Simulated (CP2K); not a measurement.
# NaF (Villiaumite) (Fm-3m) in CP2K: a series of runs

The runs below take NaF (Villiaumite) through single point, equation of state, with LDA.

Everything below comes from runs of CP2K 2026.2. Logs are shortened: lines on timing, memory, paths and dates and some standing lists are left out, and cuts for length are marked.

## Step 1: Starting point

It takes space group Fm-3m (No. 225, cubic). The conventional cell has a = 4.640 Å, b = 4.640 Å, c = 4.640 Å, α = 90.00°, β = 90.00°, γ = 90.00°. Na (site symmetry m-3m) has 6 F at 2.32 Å as nearest neighbours. Around F (site symmetry m-3m) lie 6 Na at 2.32 Å.

## Step 2: Single point, LDA, 12.49 Å³/atom

Input file naf_eos.inp:

```
&GLOBAL
  PROJECT naf_eos
  RUN_TYPE ENERGY_FORCE
  PRINT_LEVEL LOW
&END GLOBAL
&FORCE_EVAL
  METHOD QS
  STRESS_TENSOR ANALYTICAL
  &DFT
    BASIS_SET_FILE_NAME BASIS_MOLOPT_UZH
    POTENTIAL_FILE_NAME GTH_POTENTIALS
    &MGRID
      CUTOFF 1350
      REL_CUTOFF 60
      NGRIDS 4
    &END MGRID
    &QS
      METHOD GPW
      EPS_DEFAULT 1.0E-10
    &END QS
    &KPOINTS
      SCHEME MONKHORST-PACK 10 10 10
      GAMMA_CENTERED T
      SYMMETRY T
      SYMMETRY_BACKEND SPGLIB
    &END KPOINTS
    &SCF
      SCF_GUESS ATOMIC
      EPS_SCF 1.0E-6
      MAX_SCF 100
      ADDED_MOS 10
      CHOLESKY OFF
      EPS_EIGVAL 1.0E-7
      &DIAGONALIZATION ON
        ALGORITHM STANDARD
      &END DIAGONALIZATION
      &MIXING ON
        METHOD BROYDEN_MIXING
        ALPHA 0.4
        BETA 1.5
        NBUFFER 8
      &END MIXING
      &SMEAR ON
        METHOD FERMI_DIRAC
        ELECTRONIC_TEMPERATURE 580.23
      &END SMEAR
    &END SCF
    &XC
      &XC_FUNCTIONAL
        &LDA_X
        &END LDA_X
        &LDA_C_PW
        &END LDA_C_PW
      &END XC_FUNCTIONAL
    &END XC
    &PRINT
      &KPOINTS ON
      &END KPOINTS
      &MULLIKEN ON
      &END MULLIKEN
      &MO ON
        ENERGIES T
        OCCUPATION_NUMBERS T
        &EACH
          QS_SCF 0
        &END EACH
        ADD_LAST NUMERIC
      &END MO
    &END PRINT
  &END DFT
  &SUBSYS
    &CELL
      ABC 3.2809754647 3.2809754647 3.2809754647
      ALPHA_BETA_GAMMA 59.9999999988 59.9999999990 59.9999999990
      PERIODIC XYZ
    &END CELL
    &COORD
      SCALED
      Na  0.0000000000 0.0000000000 0.0000000000
      F   0.5000000000 0.5000000000 0.5000000000
    &END COORD
    &KIND Na
      BASIS_SET DZVP-MOLOPT-PBE-GTH-q9
      POTENTIAL GTH-PADE-q9
    &END KIND
    &KIND F
      BASIS_SET DZVP-MOLOPT-PBE-GTH-q7
      POTENTIAL GTH-PADE-q7
    &END KIND
    &PRINT
      &ATOMIC_COORDINATES ON
      &END ATOMIC_COORDINATES
      &CELL ON
      &END CELL
      &SYMMETRY ON
      &END SYMMETRY
    &END PRINT
  &END SUBSYS
  &PRINT
    &FORCES ON
    &END FORCES
    &STRESS_TENSOR ON
    &END STRESS_TENSOR
  &END PRINT
&END FORCE_EVAL
```

Potentials or basis: GTH_POTENTIALS Na GTH-PADE-q9, F GTH-PADE-q7; DZVP-MOLOPT-PBE-GTH basis.

The run is started by

```console
> OMP_NUM_THREADS=2 cp2k.psmp -i naf_eos.inp -o naf_eos.out
```

naf_eos.out:

```text

 CP2K| version string:                                       CP2K version 2026.2
 CP2K| Input file name                                               naf_eos.inp

 GLOBAL| Force Environment number                                              1
 GLOBAL| Basis set file name                                    BASIS_MOLOPT_UZH
 GLOBAL| Potential file name                                      GTH_POTENTIALS
 GLOBAL| MM Potential file name                                     MM_POTENTIAL
 GLOBAL| Coordinate file name                                      __STD_INPUT__
 GLOBAL| Method name                                                        CP2K
 GLOBAL| Project name                                                    naf_eos
 GLOBAL| Run type                                                   ENERGY_FORCE
 GLOBAL| FFT library                                                       FFTW3
[... 5 lines left out ...]
 GLOBAL| Global print level                                                  LOW
 GLOBAL| Total number of message passing processes                             1
 GLOBAL| Number of threads for this process                                    2
 GLOBAL| CPU model name                                 Intel(R) Xeon(R) 6975P-C

 CELL| Volume [angstrom^3]:                                            24.974336
 CELL| Vector a [angstrom]:       3.281     0.000     0.000   |a| =     3.280975
 CELL| Vector b [angstrom]:       1.640     2.841     0.000   |b| =     3.280975
 CELL| Vector c [angstrom]:       1.640     0.947     2.679   |c| =     3.280975
 CELL| Angle (b,c), alpha [degree]:                                    60.000000
 CELL| Angle (a,c), beta  [degree]:                                    60.000000
 CELL| Angle (a,b), gamma [degree]:                                    60.000000
 CELL| Numerically orthorhombic:                                              NO
 CELL| Periodicity                                                           XYZ

 CELL_REF| Volume [angstrom^3]:                                        24.974336
 CELL_REF| Vector a [angstrom     3.281     0.000     0.000   |a| =     3.280975
 CELL_REF| Vector b [angstrom     1.640     2.841     0.000   |b| =     3.280975
 CELL_REF| Vector c [angstrom     1.640     0.947     2.679   |c| =     3.280975
 CELL_REF| Angle (b,c), alpha [degree]:                                60.000000
 CELL_REF| Angle (a,c), beta  [degree]:                                60.000000
 CELL_REF| Angle (a,b), gamma [degree]:                                60.000000
 CELL_REF| Numerically orthorhombic:                                          NO
[... 11 lines left out ...]

  Total number of            - Atomic kinds:                                   2
                             - Atoms:                                          2
                             - Shell sets:                                     2
                             - Shells:                                        10
                             - Primitive Cartesian functions:                 12
                             - Cartesian basis functions:                     23
                             - Spherical basis functions:                     22

  Maximum angular momentum of- Orbital basis functions:                        2
                             - Local part of the GTH pseudopotential:          2
                             - Non-local part of the GTH pseudopotential:      1

 MODULE QUICKSTEP: ATOMIC COORDINATES IN ANGSTROM

   Atom Kind Element         X             Y             Z       Z(eff)     Mass
      1    1 Na   11      0.000000      0.000000      0.000000   9.0000  22.9898
      2    2 F     9      3.280975      1.894272      1.339453   7.0000  18.9984

 Crystal Symmetry Information
       International Symbol:                                               Fm-3m
       Point Group Symbol:                                                  m-3m
       Schoenflies Symbol:                                                  Oh^5
       Number of Symmetry Operations:                                         48

 SCF PARAMETERS         Density guess:                                    ATOMIC
[... 9 lines left out ...]
                        --------------------------------------------------------
                        level_shift [a.u.]:                             0.000000
                        added MOs                                        10    0
                        --------------------------------------------------------
                        Mixing method:                            BROYDEN_MIXING
[... 11 lines left out ...]
 *******************************************************************************
 BRILLOUIN| K-point scheme                                        Monkhorst-Pack
 BRILLOUIN| K-Point grid                                            10   10   10
[... 35 lines left out ...]
     3 Broy./Diag. 0.40E+00    1.8     0.03440180       -71.8853291879 -7.38E-01
     4 Broy./Diag. 0.40E+00    1.8     0.01610252       -72.0656449156 -1.80E-01
     5 Broy./Diag. 0.40E+00    1.8     0.00593224       -72.0219693019  4.37E-02
     6 Broy./Diag. 0.40E+00    1.8     0.00248543       -72.1191938909 -9.72E-02
     7 Broy./Diag. 0.40E+00    1.8     0.00104626       -72.1042575268  1.49E-02
     8 Broy./Diag. 0.40E+00    1.8     0.00065298       -72.1047815321 -5.24E-04
     9 Broy./Diag. 0.40E+00    1.8     0.00020466       -72.0994145918  5.37E-03
    10 Broy./Diag. 0.40E+00    1.8     0.00005357       -72.1004168136 -1.00E-03
    11 Broy./Diag. 0.40E+00    1.8     0.00002007       -72.1000792702  3.38E-04
    12 Broy./Diag. 0.40E+00    1.8     0.00000211       -72.1000751013  4.17E-06
    13 Broy./Diag. 0.40E+00    1.8     0.00000082       -72.1000664022  8.70E-06

  *** SCF run converged in    13 steps ***

  Electronic density on regular grids:        -15.9999999853        0.0000000147
  Core density on regular grids:               15.9999999999       -0.0000000001
  Total charge density on r-space grids:        0.0000000145
  Total charge density g-space grids:           0.0000000145

  Overlap energy of the core charge distribution:               0.00000000000000
  Self energy of the core charge distribution:               -190.19705252732064
  Core Hamiltonian energy:                                     53.35645008680521
  Hartree energy:                                              76.42214193025718
  Exchange-correlation energy:                                -11.68160589194301
  Electronic entropic energy:                                  -0.00000000000000
  Fermi energy:                                                 0.13092425900999

  Total energy:                                               -72.10006640220125
  Total energy (extrapolated to T->0):                        -72.10006640220125

 MO| EIGENVALUES AND OCCUPATION NUMBERS FOR K POINT 1
 MO|
 MO|  Index      Eigenvalue [a.u.]        Eigenvalue [eV]             Occupation
 MO|      1              -1.711646             -46.576252               2.000000
 MO|      2              -0.726826             -19.777947               2.000000
 MO|      3              -0.700537             -19.062570               2.000000
 MO|      4              -0.700537             -19.062570               2.000000
 MO|      5              -0.666792             -18.144332               2.000000
 MO|      6              -0.065552              -1.783765               2.000000
[... 10 lines left out ...]
 MO|     17               1.996664              54.331980               0.000000
 MO|     18               1.996664              54.331980               0.000000
 MO| Sum:                                                              16.000000
 MO| E(Fermi):            0.130924 a.u.          3.562630 eV
 MO| Band gap:            0.363166 a.u.          9.882253 eV
[... 302 lines left out ...]
 MO|
 MO|  Index      Eigenvalue [a.u.]        Eigenvalue [eV]             Occupation
 MO|      1              -1.711598             -46.574953               2.000000
 MO|      2              -0.712930             -19.399799               2.000000
 MO|      3              -0.702589             -19.118423               2.000000
 MO|      4              -0.702275             -19.109880               2.000000
 MO|      5              -0.679770             -18.497481               2.000000
 MO|      6              -0.055409              -1.507767               2.000000
[... 10 lines left out ...]
 MO|     17               2.000407              54.433842               0.000000
 MO|     18               2.124440              57.808945               0.000000
 MO| Sum:                                                              16.000000
 MO| E(Fermi):            0.130924 a.u.          3.562630 eV
 MO| Band gap:            0.428932 a.u.         11.671845 eV

 [... the levels of further k-points ...]

 !-----------------------------------------------------------------------------!
                     Mulliken Population Analysis

 #  Atom  Element  Kind  Atomic population                           Net charge
       1     Na       1          8.222912                              0.777088
       2     F        2          7.777088                             -0.777088
 # Total charge                             16.000000                  0.000000

 !-----------------------------------------------------------------------------!

 ENERGY| Total FORCE_EVAL ( QS ) energy [hartree]            -72.100067014658521

 FORCES| Atomic forces [hartree/bohr]
 FORCES|   Atom     x               y               z               |f|
 FORCES|      1  2.01031843E-15  4.07411420E-15  1.51283946E-14   1.57958257E-14
 FORCES|      2  1.98317717E-15  4.80960676E-14 -2.22724805E-16   4.81374524E-14
 FORCES| Sum     3.99349560E-15  5.21701818E-14  1.49056698E-14
 FORCES| Total atomic force                                       5.44045483E-14

 STRESS| Analytical stress tensor [bar]
 STRESS|                        x                   y                   z
 STRESS|      x       -3.80377301186E+04   1.29782101615E-03   1.10012638864E-02
 STRESS|      y        1.29782101615E-03  -3.80379935331E+04  -3.64903648300E-02
 STRESS|      z        1.10012638864E-02  -3.64903648300E-02  -3.80379692480E+04
 STRESS| 1/3 Trace                                            -3.80378976332E+04
 STRESS| Determinant                                          -5.50363363310E+13

 STRESS| Eigenvectors and eigenvalues of the analytical stress tensor [bar]
 STRESS|                        1                   2                   3
 STRESS| Eigenvalues  -3.80380200421E+04  -3.80379432446E+04  -3.80377296130E+04
 STRESS|      x          -0.025894170136     -0.038146424508      0.998936605721
 STRESS|      y           0.809212765222     -0.587513890303     -0.001459212963
 STRESS|      z           0.586944795151      0.808314467888      0.046081758292
```

It took 28 s on 2 threads of Intel Xeon 6975P-C (Granite Rapids), shared host; peak memory 0.48 GiB.

What came out:

| Item | Value |
| --- | --- |
| Free energy | -1961.9426 eV |
| Pressure | -3.8 GPa |
| Band gap on the k mesh | 5.93 eV, direct |
| Mulliken charges | Na +0.78; F -0.78 e |

Caveat: Mulliken charges move with the basis; the basis of atomic orbitals isn't converged, which shifts pressures, moduli and gaps.

## Step 3: Single point, LDA, 12.24 Å³/atom (volume scaled by 0.98)

naf_eos.inp, as its differences from that of step 2:

```diff
@@ -11,2 +11,3 @@
     POTENTIAL_FILE_NAME GTH_POTENTIALS
+    WFN_RESTART_FILE_NAME previous-RESTART.kp
     &MGRID
@@ -27,3 +28,3 @@
     &SCF
-      SCF_GUESS ATOMIC
+      SCF_GUESS RESTART
       EPS_SCF 1.0E-6
@@ -72,4 +73,4 @@
     &CELL
-      ABC 3.2809754647 3.2809754647 3.2809754647
-      ALPHA_BETA_GAMMA 59.9999999988 59.9999999990 59.9999999990
+      ABC 3.2589548316 3.2589548317 3.2589548317
+      ALPHA_BETA_GAMMA 59.9999999984 59.9999999986 59.9999999989
       PERIODIC XYZ
```

Potentials or basis: GTH_POTENTIALS Na GTH-PADE-q9, F GTH-PADE-q7; DZVP-MOLOPT-PBE-GTH basis.

The run is started by

```console
> OMP_NUM_THREADS=2 cp2k.psmp -i naf_eos.inp -o naf_eos.out
```

It took 29 s on 2 threads of Intel Xeon 6975P-C (Granite Rapids), shared host; peak memory 0.48 GiB.

Results (log left out):

- Free energy: -1961.9531 eV
- Pressure: -2.9 GPa
- Band gap on the k mesh: 6.04 eV, direct
- Mulliken charges: Na +0.78; F -0.78 e

Caveat: Mulliken charges move with the basis; the basis of atomic orbitals isn't converged, which shifts pressures, moduli and gaps.

## Step 4: Single point, LDA, 12.74 Å³/atom (volume scaled by 1.02)

naf_eos.inp, as its differences from that of step 3:

```diff
@@ -73,4 +73,4 @@
     &CELL
-      ABC 3.2589548316 3.2589548317 3.2589548317
-      ALPHA_BETA_GAMMA 59.9999999984 59.9999999986 59.9999999989
+      ABC 3.3027044123 3.3027044123 3.3027044123
+      ALPHA_BETA_GAMMA 59.9999999981 59.9999999989 59.9999999989
       PERIODIC XYZ
```

The run is started by

```console
> OMP_NUM_THREADS=2 cp2k.psmp -i naf_eos.inp -o naf_eos.out
```

Run time: 26 s. Hardware: 2 threads of Intel Xeon 6975P-C (Granite Rapids), shared host; peak memory 0.48 GiB.

The run converged. Its results:

- Free energy: -1961.9295 eV
- Pressure: -4.6 GPa
- Band gap on the k mesh: 5.83 eV, direct
- Mulliken charges: Na +0.78; F -0.78 e

Caveat: Mulliken charges move with the basis; the basis of atomic orbitals isn't converged, which shifts pressures, moduli and gaps.

## Step 5: Single point, LDA, 11.99 Å³/atom (volume scaled by 0.96)

naf_eos.inp, as its differences from that of step 4:

```diff
@@ -73,4 +73,4 @@
     &CELL
-      ABC 3.3027044123 3.3027044123 3.3027044123
-      ALPHA_BETA_GAMMA 59.9999999981 59.9999999989 59.9999999989
+      ABC 3.2366325227 3.2366325227 3.2366325226
+      ALPHA_BETA_GAMMA 59.9999999988 59.9999999983 59.9999999986
       PERIODIC XYZ
```

The run is started by

```console
> OMP_NUM_THREADS=2 cp2k.psmp -i naf_eos.inp -o naf_eos.out
```

Wall time 24 s (2 threads of Intel Xeon 6975P-C (Granite Rapids), shared host); peak memory 0.45 GiB.

Results (log left out):

- Free energy: -1961.9609 eV
- Pressure: -1.9 GPa
- Band gap on the k mesh: 6.15 eV, direct
- Mulliken charges: Na +0.78; F -0.78 e

Caveat: Mulliken charges move with the basis; the basis of atomic orbitals isn't converged, which shifts pressures, moduli and gaps.

## Step 6: Single point, LDA, 12.99 Å³/atom (volume scaled by 1.04)

naf_eos.inp, as its differences from that of step 5:

```diff
@@ -73,4 +73,4 @@
     &CELL
-      ABC 3.2366325227 3.2366325227 3.2366325226
-      ALPHA_BETA_GAMMA 59.9999999988 59.9999999983 59.9999999986
+      ABC 3.3241511458 3.3241511457 3.3241511458
+      ALPHA_BETA_GAMMA 59.9999999999 59.9999999997 59.9999999993
       PERIODIC XYZ
```

Potentials or basis: GTH_POTENTIALS Na GTH-PADE-q9, F GTH-PADE-q7; DZVP-MOLOPT-PBE-GTH basis.

The run is started by

```console
> OMP_NUM_THREADS=2 cp2k.psmp -i naf_eos.inp -o naf_eos.out
```

It took 25 s on 2 threads of Intel Xeon 6975P-C (Granite Rapids), shared host; peak memory 0.48 GiB.

It converged, with:

| Property | Result |
| --- | --- |
| Free energy | -1961.9141 eV |
| Pressure | -5.3 GPa |
| Band gap on the k mesh | 5.73 eV, direct |
| Mulliken charges | Na +0.78; F -0.78 e |

Caveat: Mulliken charges move with the basis; the basis of atomic orbitals isn't converged, which shifts pressures, moduli and gaps.

## Step 7: Single point, LDA, 11.74 Å³/atom (volume scaled by 0.94)

naf_eos.inp, as its differences from that of step 6:

```diff
@@ -73,4 +73,4 @@
     &CELL
-      ABC 3.3241511458 3.3241511457 3.3241511458
-      ALPHA_BETA_GAMMA 59.9999999999 59.9999999997 59.9999999993
+      ABC 3.2139979883 3.2139979883 3.2139979883
+      ALPHA_BETA_GAMMA 59.9999999982 59.9999999989 59.9999999985
       PERIODIC XYZ
```

The run is started by

```console
> OMP_NUM_THREADS=2 cp2k.psmp -i naf_eos.inp -o naf_eos.out
```

It took 30 s on 2 threads of Intel Xeon 6975P-C (Granite Rapids), shared host; peak memory 0.46 GiB.

The run converged. Its results:

| Quantity | Value |
| --- | --- |
| Free energy | -1961.9651 eV |
| Pressure | -0.8 GPa |
| Band gap on the k mesh | 6.27 eV, direct |
| Mulliken charges | Na +0.78; F -0.78 e |

Caveat: Mulliken charges move with the basis; the basis of atomic orbitals isn't converged, which shifts pressures, moduli and gaps.

## Step 8: Single point, LDA, 13.24 Å³/atom (volume scaled by 1.06)

naf_eos.inp, as its differences from that of step 7:

```diff
@@ -73,4 +73,4 @@
     &CELL
-      ABC 3.2139979883 3.2139979883 3.2139979883
-      ALPHA_BETA_GAMMA 59.9999999982 59.9999999989 59.9999999985
+      ABC 3.3453246539 3.3453246539 3.3453246538
+      ALPHA_BETA_GAMMA 59.9999999988 59.9999999984 59.9999999985
       PERIODIC XYZ
```

The run is started by

```console
> OMP_NUM_THREADS=2 cp2k.psmp -i naf_eos.inp -o naf_eos.out
```

Wall time 24 s (2 threads of Intel Xeon 6975P-C (Granite Rapids), shared host); peak memory 0.48 GiB.

It converged, with:

```
Free energy            : -1961.8967 eV
Pressure               : -5.9 GPa
Band gap on the k mesh : 5.63 eV, direct
Mulliken charges       : Na +0.78; F -0.78 e
```

Caveat: Mulliken charges move with the basis; the basis of atomic orbitals isn't converged, which shifts pressures, moduli and gaps.

## Step 9: Equation of state, LDA

Potentials or basis: GTH_POTENTIALS Na GTH-PADE-q9, F GTH-PADE-q7; DZVP-MOLOPT-PBE-GTH basis.

This step only gathers the single runs of the series.

Results:

```
Equilibrium volume : 11.57 Å³/atom (rough: see the caveat)
Bulk modulus       : 60 GPa (rough)
```

Energy against volume, from the lowest point:
| volume (Å³/atom) | energy (meV/atom) |
| --- | --- |
| 11.738 | 0.00 |
| 11.988 | 2.12 |
| 12.237 | 6.01 |
| 12.487 | 11.26 |
| 12.737 | 17.82 |
| 12.987 | 25.51 |
| 13.236 | 34.23 |

Caveat: the minimum lies outside the volumes run; the basis of atomic orbitals isn't converged, which shifts pressures, moduli and gaps.
